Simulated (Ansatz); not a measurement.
The reference is GeO2 in the rutile structure (space group P4_2/mnm, No. 136; a = 4.4124 Å, c = 2.8708 Å). Axes: x, y, z lie along a, b, c of the conventional cell.

Level of theory: r2SCAN (Ansatz, an electronic-structure program; PAW; 500 eV plane waves; spin-orbit coupling left out), earlier PAW set.

For the base:

The valence-band top at Γ is 0.00, -0.82, -0.82 eV and the electron mass comes out as 0.23 mₑ along c, 0.28 mₑ across (at Γ). The gap character is direct at Γ and the pressure is 0.00 GPa. The band gap is 2.49 eV.

Modification: a pure shear with ε_xy = ε_yx = -0.0096, atoms relaxed at fixed cell.

What happens to the valence-band top at Γ?

The valence-band top at Γ (three highest levels, from the VBM) goes from 0.00, -0.82, -0.82 eV to 0.00, -0.76, -0.86 eV.

What happens to the electron mass?

The electron mass goes from 0.23 mₑ along c, 0.28 mₑ across (at Γ) to 0.23 mₑ along z, 0.28 mₑ across (at Γ).

What does the calculation give for the gap character after the change?

The gap character is still direct at Γ.

What happens to the pressure?

The pressure (mean of the normal stresses, compression positive) goes from zero to 0.12 GPa.

Predict the new band gap.

The band gap is still 2.49 eV.

The cells carry an imposed strain or load. Effective masses come from finite differences of ±0.01 Å⁻¹. Whether these cells are dynamically stable was not tested. Labels are those of the standard path for the cell's own space group.
